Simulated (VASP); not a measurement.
# MgI2 (Fm-3m) in VASP: a series of runs

One crystal, MgI2, is run at these levels: r2SCAN; tasks: single point.

All numbers are computed with VASP 6.6.1; they aren't measurements. Logs are shortened: lines on timing, memory, paths and dates and some standing lists are left out, and cuts for length are marked.

### Step 1. The cell of the first run

Symmetry: Fm-3m, No. 225, cubic system. The conventional cell has a = 7.685 Å, b = 7.685 Å, c = 7.685 Å, α = 90.00°, β = 90.00°, γ = 90.00°. Around Mg (site symmetry m-3m) lie 8 I at 3.33 Å. I (site symmetry -43m) has 4 Mg at 3.33 Å as nearest neighbours.

The cell was built by a generator and needn't be a form met in nature.

### Step 2. Single point, r2SCAN (hydrostatic strain +2.3%)

Input file POSCAR:

```
MgI2
1.0
    0.0000000000      3.8424777327      3.8424777327
    3.8424777327      0.0000000000      3.8424777327
    3.8424777327      3.8424777327      0.0000000000
Mg I
1 2
Direct
    0.0000000000      0.0000000000      0.0000000000
    0.2500000000      0.2500000000      0.2500000000
    0.7500000000      0.7500000000      0.7500000000
```

Input file INCAR.step1:

```
PREC = Accurate
ENCUT = 520
ISMEAR = 0
SIGMA = 0.01
LREAL = F
LASPH = T
NELM = 100
NBANDS = 15
GGA = PE
ALGO = Normal
EDIFF = 1E-4
LWAVE = T
LCHARG = F
```

Input file INCAR.step2:

```
PREC = Accurate
ENCUT = 520
EDIFF = 1E-6
ISMEAR = 0
SIGMA = 0.01
LREAL = F
LASPH = T
NELM = 100
ALGO = Normal
ISIF = 2
LWAVE = F
LCHARG = F
METAGGA = R2SCAN
LMIXTAU = T
NBANDS = 15
ISTART = 1
```

Input file KPOINTS:

```
Automatic mesh
0
Gamma
  6 6 6
```

Potentials or basis: VASP PAW PBE potentials, release 64 (Mg, I).

Launch:

```bash
> cat potpaw_PBE.64/Mg/POTCAR potpaw_PBE.64/I/POTCAR > POTCAR
> cp INCAR.step1 INCAR
> mpirun -np 1 vasp_std > vasp.out
> cp INCAR.step2 INCAR
> mpirun -np 1 vasp_std > vasp.out
```

OUTCAR:

```text
PREC = Accurate
   ENCUT = 520
   EDIFF = 1E-6
   ISMEAR = 0
   LREAL = F
   LASPH = T
   NELM = 100
   ISIF = 2
   METAGGA = R2SCAN
   ISTART = 1

 ion  position               nearest neighbor table
   1  0.000  0.000  0.000-   3 3.33   3 3.33   3 3.33   2 3.33   2 3.33   2 3.33   3 3.33   2 3.33

   2  0.250  0.250  0.250-   1 3.33   1 3.33   1 3.33   1 3.33
   3  0.750  0.750  0.750-   1 3.33   1 3.33   1 3.33   1 3.33

  LATTYP: Found a face centered cubic cell.
 ALAT       =     7.6849554654

  Lattice vectors:

 A1 = (   0.0000000000,   3.8424777327,   3.8424777327)
 A2 = (   3.8424777327,   0.0000000000,   3.8424777327)
 A3 = (   3.8424777327,   3.8424777327,   0.0000000000)

Analysis of symmetry for initial positions (statically):
=====================================================================
 Subroutine PRICEL returns:
 Original cell was already a primitive cell.

 Routine SETGRP: Setting up the symmetry group for a
 face centered cubic supercell.

 Subroutine GETGRP returns: Found 48 space group operations
 (whereof 48 operations were pure point group operations)
 out of a pool of 48 trial point group operations.

The static configuration has the point symmetry O_h .

Analysis of symmetry for dynamics (positions and initial velocities):
=====================================================================
 Subroutine PRICEL returns:
 Original cell was already a primitive cell.

 Routine SETGRP: Setting up the symmetry group for a
 face centered cubic supercell.

 Subroutine GETGRP returns: Found 48 space group operations
 (whereof 48 operations were pure point group operations)
 out of a pool of 48 trial point group operations.

The dynamic configuration has the point symmetry O_h .

 Subroutine INISYM returns: Found 48 space group operations
 (whereof 48 operations are pure point group operations),
 and found     1 'primitive' translations

----------------------------------------------------------------------------------------

                                     Primitive cell

  volume of cell :     113.4656

  direct lattice vectors                    reciprocal lattice vectors
     0.000000000  3.842477733  3.842477733    -0.130124372  0.130124372  0.130124372
     3.842477733  0.000000000  3.842477733     0.130124372 -0.130124372  0.130124372
     3.842477733  3.842477733  0.000000000     0.130124372  0.130124372 -0.130124372

  length of vectors
     5.434084123  5.434084123  5.434084123     0.225382023  0.225382023  0.225382023

  position of ions in fractional coordinates (direct lattice)
     0.000000000  0.000000000  0.000000000
     0.250000000  0.250000000  0.250000000
     0.750000000  0.750000000  0.750000000

  ion indices of the primitive-cell ions
   primitive index   ion index
                 1           1
                 2           2
                 3           3

----------------------------------------------------------------------------------------

 KPOINTS: Automatic mesh

Automatic generation of k-mesh.
 Grid dimensions read from file:
 generate k-points for:    6    6    6

 Generating k-lattice:

  Cartesian coordinates                     Fractional coordinates (reciprocal lattice)
    -0.021687395  0.021687395  0.021687395     0.166666667  0.000000000  0.000000000
     0.021687395 -0.021687395  0.021687395     0.000000000  0.166666667  0.000000000
     0.021687395  0.021687395 -0.021687395     0.000000000  0.000000000  0.166666667

  Length of vectors
     0.037563670  0.037563670  0.037563670

  Shift w.r.t. Gamma in fractional coordinates (k-lattice)
     0.000000000  0.000000000  0.000000000

 Subroutine IBZKPT returns following result:
 ===========================================

 Found     16 irreducible k-points:

 Following reciprocal coordinates:
            Coordinates               Weight
  0.000000  0.000000  0.000000      1.000000
  0.166667  0.000000  0.000000      8.000000
  0.333333  0.000000  0.000000      8.000000
  0.500000  0.000000  0.000000      4.000000
  0.166667  0.166667  0.000000      6.000000
  0.333333  0.166667  0.000000     24.000000
[... 8 lines left out ...]
 -0.333333  0.333333  0.166667     24.000000
 -0.333333  0.500000  0.166667     12.000000
   k-points           NKPTS =     16   k-points in BZ     NKDIM =     16   number of bands    NBANDS=     15
   number of dos      NEDOS =    301   number of ions     NIONS =      3
   total plane-waves  NPLWV =  64000
   dimension x,y,z NGX =    40 NGY =   40 NGZ =   40
   dimension x,y,z NGXF=    80 NGYF=   80 NGZF=   80
   ions per type =               1   2
   NGX,Y,Z   is equivalent  to a cutoff of  12.24, 12.24, 12.24 a.u.
   NGXF,Y,Z  is equivalent  to a cutoff of  24.47, 24.47, 24.47 a.u.
 SYSTEM =  unknown system
   PREC   = accura    normal or accurate (medium, high low for compatibility)
   ISTART =      1    job   : 0-new  1-cont  2-samecut
   ICHARG =      0    charge: 1-file 2-atom 10-const
   ISPIN  =      1    spin polarized calculation?
   LNONCOLLINEAR =      F non collinear calculations
   LSORBIT =      F    spin-orbit coupling
   LASPH  =      T    aspherical Exc in radial PAW
   ENCUT  =  520.0 eV  38.22 Ry    6.18 a.u.  10.10 10.10 10.10*2*pi/ulx,y,z
   NELM   =    100;   NELMIN=  2; NELMDL=  0     # of ELM steps
   EDIFF  = 0.1E-05   stopping-criterion for ELM
   LREAL  =      F    real-space projection
   EDIFFG = 0.1E-04   stopping-criterion for IOM
   NSW    =      0    number of steps for IOM
   IBRION =     -1    ionic relax: 0-MD 1-quasi-New 2-CG
   NFREE  =      0    steps in history (QN), initial steepest desc. (CG)
   ISIF   =      2    stress and relaxation
   ISYM   =      2    0-nonsym 1-usesym 2-fastsym
   POTIM  = 0.5000    time-step for ionic-motion
   TEBEG  =    0.0;   TEEND  =   0.0 temperature during run
   PSTRESS=    0.0 pullay stress
   NELECT =      16.0000    total number of electrons
   NUPDOWN=      -1.0000    fix difference up-down
   EMIN   =  10.00;   EMAX   =-10.00  energy-range for DOS
   EFERMI =   0.00;   METHOD = LEGACY
   ISMEAR =     0;   SIGMA  =   0.01  broadening in eV -4-tet -1-fermi 0-gaus
   EFERMI_NEDOS =   21; number of points for ismear=-14 and -15
   IALGO  =     38    algorithm
   IMIX   =      4    mixing-type and parameters
     AMIX     =   0.40;   BMIX     =  1.00
     AMIX_MAG =   1.60;   BMIX_MAG =  1.00
  volume/ion in A,a.u.               =      37.82       255.23
  Fermi-wavevector in a.u.,A,eV,Ry     =   0.852106  1.610246  9.878974  0.726084
  Thomas-Fermi vector in A             =   1.968342
   LORBIT       =      0    0 simple, 1 ext, 2 COOP (PROOUT), +10 PAW based schemes
   METAGGA = R2SCAN    functional components
   LHFCALC =     F    Hartree Fock is set to
   AEXX    =    0.0000 exact exchange contribution
   IVDW    =     0    specifies the selected vdW correction
   LEPSILON=     F    determine dielectric tensor
   LRPA    =     F    only Hartree local field effects (RPA)
 non-spin polarized calculation
 Gauss-broadening in eV      SIGMA  =   0.01
  energy-cutoff  :      520.00
  volume of cell :      113.47
 maximum number of plane-waves:      3119
   NGX = 21   NGY = 21   NGZ = 21

 number of electron      15.9999999 magnetization

 Free energy of the ion-electron system (eV)
  ---------------------------------------------------
  ext. energy  EPLUGINS =         0.00000000
  ---------------------------------------------------
  free energy    TOTEN  =       -55.40797965 eV

  energy without entropy =      -55.40797965  energy(sigma->0) =      -55.40797965

 E-fermi :   2.3863     XC(G=0):  -8.2007

 val. band max:        2.3448589320   @ k =   0.5000   0.5000   0.0000
 cond. band min:       3.4956909599   @ k =   0.0000   0.0000   0.0000
 fundamental gap:      1.1508320278
 Fermi energy:         2.3862656621

 k-point     1 :       0.0000    0.0000    0.0000
  band No.  band energies     occupation
      1     -10.6081      2.00000
      2      -9.2012      2.00000
      3      -0.3751      2.00000
      4      -0.3751      2.00000
      5      -0.3751      2.00000
      6       1.3335      2.00000
      7       1.3335      2.00000
      8       1.3335      2.00000
      9       3.4957      0.00000
     10       6.0695      0.00000
     11       6.0695      0.00000
     12       6.0695      0.00000
     13       8.3123      0.00000
     14       8.3123      0.00000
     15       9.3078      0.00000

 k-point     2 :       0.1667    0.0000    0.0000
  band No.  band energies     occupation
      1     -10.5177      2.00000
      2      -9.2989      2.00000
      3      -0.4244      2.00000
      4      -0.3253      2.00000
      5      -0.3253      2.00000
      6       0.7809      2.00000
      7       1.1217      2.00000
      8       1.1217      2.00000
      9       4.2361      0.00000
     10       6.3054      0.00000
     11       6.3647      0.00000
     12       6.3647      0.00000
     13       8.8153      0.00000
     14       8.8153      0.00000
     15      10.0199      0.00000

 k-point     3 :       0.3333    0.0000    0.0000
  band No.  band energies     occupation
      1     -10.2675      2.00000
      2      -9.5635      2.00000
      3      -0.5987      2.00000
      4      -0.1587      2.00000
      5      -0.1587      2.00000
      6       0.2059      2.00000
      7       0.6622      2.00000
      8       0.6622      2.00000
      9       5.0629      0.00000
     10       7.1873      0.00000
     11       7.1873      0.00000
     12       7.5388      0.00000
     13       9.8301      0.00000
     14       9.8301      0.00000
     15      10.2826      0.00000
[... 199 lines left out ...]
 k-point    15 :      -0.3333    0.3333    0.1667
  band No.  band energies     occupation
      1      -9.8911      2.00000
      2      -9.8884      2.00000
      3      -1.7269      2.00000
      4      -1.1982      2.00000
      5       0.0977      2.00000
      6       0.1133      2.00000
      7       1.7195      2.00000
      8       1.8629      2.00000
      9       4.9009      0.00000
     10       7.2919      0.00000
     11       8.2237      0.00000
     12       8.5024      0.00000
     13       9.3078      0.00000
     14      10.4128      0.00000
     15      11.1504      0.00000

 k-point    16 :      -0.3333    0.5000    0.1667
  band No.  band energies     occupation
      1      -9.9912      2.00000
      2      -9.7617      2.00000
      3      -1.9823      2.00000
      4      -1.3079      2.00000
      5      -0.5205      2.00000
      6       0.8972      2.00000
      7       1.9822      2.00000
      8       2.2349      2.00000
      9       4.5206      0.00000
     10       7.4891      0.00000
     11       7.7981      0.00000
     12       8.7602      0.00000
     13      10.2063      0.00000
     14      10.5149      0.00000
     15      10.7725      0.00000

------------------------ aborting loop because EDIFF is reached ----------------------------------------

  FORCE on cell =-STRESS in cart. coord.  units (eV):
  Direction    XX          YY          ZZ          XY          YZ          ZX
  --------------------------------------------------------------------------------------
  -------------------------------------------------------------------------------------
  Total       -1.3547091     -1.3547091     -1.3547091      0.0000000     -0.0000000     -0.0000000
  in kB      -19.1290129    -19.1290129    -19.1290129      0.0000000     -0.0000000     -0.0000000
  external PRESSURE =     -19.1290129 kB  Pullay stress =       0.0000000 kB

 VOLUME and BASIS-vectors are now :
 -----------------------------------------------------------------------------
  energy-cutoff  :      520.00
  volume of cell :      113.47
      direct lattice vectors                 reciprocal lattice vectors
     0.000000000  3.842477733  3.842477733    -0.130124372  0.130124372  0.130124372
     3.842477733  0.000000000  3.842477733     0.130124372 -0.130124372  0.130124372
     3.842477733  3.842477733  0.000000000     0.130124372  0.130124372 -0.130124372

 POSITION                                       TOTAL-FORCE (eV/Angst)
 -----------------------------------------------------------------------------------
      0.00000      0.00000      0.00000         0.000000     -0.000000      0.000000
      1.92124      1.92124      1.92124        -0.000000     -0.000000      0.000000
      5.76372      5.76372      5.76372         0.000000      0.000000     -0.000000
 -----------------------------------------------------------------------------------
    total drift:                                0.000000     -0.000000      0.000000

  FREE ENERGIE OF THE ION-ELECTRON SYSTEM (eV)
  ---------------------------------------------------
  free  energy   TOTEN  =       -55.4079796514 eV

  energy  without entropy=      -55.4079796514  energy(sigma->0) =      -55.40797965
```

Wall time 88 s (1 thread of Intel Xeon Platinum 8488C (Sapphire Rapids), shared host); peak memory 0.27 GiB.

Results:

```yaml
Free_energy: -55.4080 eV
Pressure: -1.9 GPa
Band_gap_on_the_k_mesh: 1.15 eV, indirect (least direct gap 1.65 eV)
```

Caveat: the PAW data sets were made with another functional, which shifts forces and pressure a little; spin-orbit coupling is left out, which moves the levels of the heavy elements. A k mesh can miss the band edges.

(Continued in part 2 of 2.)
